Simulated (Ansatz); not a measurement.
**A trial form of Ag**

The calculation used DFT PBE, scalar-relativistic, plane waves, PAW in Ansatz 0.2.0. Cutoff 420 eV, Gaussian smearing, Γ-centred meshes. Cell and atoms relax first on a coarse mesh and then on a finer one. In between, the cell is made exact in the group found at 0.06 Å. In metals the finer mesh still leaves noise of several meV/atom or more. The steps can't lower the symmetry of their start. No spin polarisation.

The guess for Ag is a distorted database cell: Ag type (Fm-3m) distorted into a subgroup (Pmmn, No. 59) (cell multiple 4; largest shift (Å) 0.20).

```
CELL_PARAMETERS angstrom
2.93347 0.00000 0.00000
0.00000 4.08256 0.00000
0.00000 0.00000 2.88638
ATOMIC_POSITIONS crystal
Ag 0.00000 0.00000 0.81891
Ag 0.50000 0.50000 0.18109
```

Energies count from the standard state of Ag at the same level.

Question: What does it relax into?

Answer: The symmetry goes from Pmmn (No. 59) to Fm-3m (No. 225), and the primitive cell from 2 to 1 atom. The end has the fcc type. The volume per atom grows by 3.2 %, from 17.3 to 17.8 Å³. The shortest distance goes from 2.72 Å (Ag–Ag) to 2.93 Å (Ag–Ag). The energy falls by about 0.12 eV/atom (the start's value is from the coarse mesh). The end is written in a standard setting, so origin, axes and order of atoms can differ from the start's. Conventional cell: a = 4.147 Å. Around Ag lie 12 Ag at 2.93 Å.

```
CELL_PARAMETERS angstrom
0.00000 2.07356 2.07356
2.07356 0.00000 2.07356
2.07356 2.07356 0.00000
ATOMIC_POSITIONS crystal
Ag 0.00000 0.00000 0.00000
```

Question: How does it come out in energy, and is it a metal?

Answer: The energy over the standard state is 0.00 eV/atom and the gap on the 26×26×26 mesh of the 1-atom cell is 0 eV (a metal).

It is level with the standard state within the noise.

The last run used Gaussian smearing of 0.10 eV. The k mesh leaves some 4 meV/atom of noise in the energy of each metallic cell. A later test with randomly moved atoms came back to the same energy, though modes that don't fit the test's cell weren't probed. In all, the 3 runs took 73 s on 1 thread of Intel(R) Xeon(R) 6975P-C (Granite Rapids), on a shared host.
